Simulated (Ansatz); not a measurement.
The calculation used DFT PBE, scalar-relativistic, plane waves, PAW in Ansatz 0.2.0. All cells share a 420 eV cutoff and Γ-centred k meshes spaced at most about 0.3 Å⁻¹ (about 0.25 or finer for metals, 2π included). No spin polarisation.

These are static total energies at zero pressure.

Two forms of TaH5 were relaxed alike.

1.

Space group F-43m (No. 216). a = 4.974 Å, b = 4.974 Å, c = 4.974 Å, α = 90.00°, β = 90.00°, γ = 90.00°
| atom | site | symmetry | x | y | z |
| --- | --- | --- | --- | --- | --- |
| Ta | 4a | -43m | 0.0000 | 0.0000 | 0.0000 |
| H | 4c | -43m | 0.2500 | 0.2500 | 0.2500 |
| H | 16e | .3m | 0.1259 | 0.3741 | 0.8741 |

2.

Space group P-62m (No. 189). a = 3.554 Å, b = 3.554 Å, c = 3.131 Å, α = 90.00°, β = 90.00°, γ = 120.00°
```csv
atom,site,symmetry,x,y,z
Ta,1b,-62m,0.0000,0.0000,0.5000
H,3f,m2m,0.6963,0.0000,0.0000
H,2d,-6..,0.6667,0.3333,0.5000
```

Problem. Which would you expect to be lower, and how large is the difference?

Solution. Cell 2 is lower, by 260 meV/atom. Cell 1 has space group F-43m (No. 216), 5.1 Å³/atom and no gap on its mesh; cell 2 has Ta and H ordered on hcp sites, space group P-62m (No. 189), 5.7 Å³/atom and no gap. Counting H atoms around Ta (those within 1.25 times the shortest such distance or 1.15 times the sum of covalent radii), cell 1 has Ta 16 and cell 2 has Ta 12. The lower one is the more open, so pressure narrows the difference. Even the lower one lies +0.14 eV/atom against the reference forms of the elements (uncorrected), a margin that errors in the energy of the gaseous reference can exceed. In cell 1, around Ta lie 16 H at 2.06–2.15 Å; H on a site of symmetry -43m has 12 H at 2.06 Å and 4 Ta at 2.15 Å; H on a site of symmetry 3m is surrounded by 6 H at 1.75–1.77 Å, 3 Ta at 2.06 Å and 3 H at 2.06 Å. In cell 2, Ta is surrounded by 6 H at 1.90 Å and 6 H at 2.05 Å; around H on a site of symmetry m2m lie 2 H at 1.87 Å, 2 Ta at 1.90 Å, 4 H at 2.00 Å and 4 H at 2.15 Å; H on a site of symmetry -6 has 9 H at 2.00–2.05 Å and 3 Ta at 2.05 Å. Both come from invented guesses. Shaken at random and relaxed again, cell 2 came back.

These runs have no spin–orbit coupling, which can matter for Ta. With hydrogen, zero-point motion can shift such differences by 10 meV/atom or more. Cells without such a test can be saddle points.
